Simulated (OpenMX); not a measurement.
Crystal: MoSe2.

```
Mo Se
1.0
     3.28800    0.00000    0.00000
    -1.64400    2.84749    0.00000
     0.00000    0.00000   12.90000
Mo Se
2 4
Direct
  0.66667 0.33333 0.75000
  0.33333 0.66667 0.25000
  0.66667 0.33333 0.37500
  0.33333 0.66667 0.87500
  0.66667 0.33333 0.12500
  0.33333 0.66667 0.62500
```

Base run:

```yaml
Program: OpenMX 3.8.5
Functional: LDA
Potentials_or_basis: OpenMX 2013 LDA set, Mo7.0-s3p2d2, Se7.0-s3p2d2, grid cutoff 400 Ry
k_mesh: 9 × 9 × 3
Occupations: fermi-dirac, width 0.05 eV
Spin: no spin polarisation
```

Its results: band gap on the k mesh 0.90 eV, indirect (least direct gap 1.39 eV); pressure 2.3 GPa; largest force 0.935 eV/Å.

**Question.** The run is repeated on the same cell with these changes: functional from LDA to PBE; potentials or basis from OpenMX 2013 LDA set, Mo7.0-s3p2d2, Se7.0-s3p2d2, grid cutoff 400 Ry to OpenMX 2013 PBE set, Mo7.0-s3p2d2f1, Se7.0-s3p2d2f1, grid cutoff 400 Ry. What comes out?

**Answer.** Band gap on the k mesh 0.87 eV, indirect (least direct gap 1.37 eV); pressure 8.0 GPa; largest force 1.220 eV/Å.

Caveats: the cell's inner coordinates are idealised or old, which leaves forces on the atoms; the basis of atomic orbitals isn't converged, which shifts pressures, moduli and gaps; this functional lacks dispersion, which binds the layers, so the pressure and a relaxed spacing across them are unreliable (some runs).
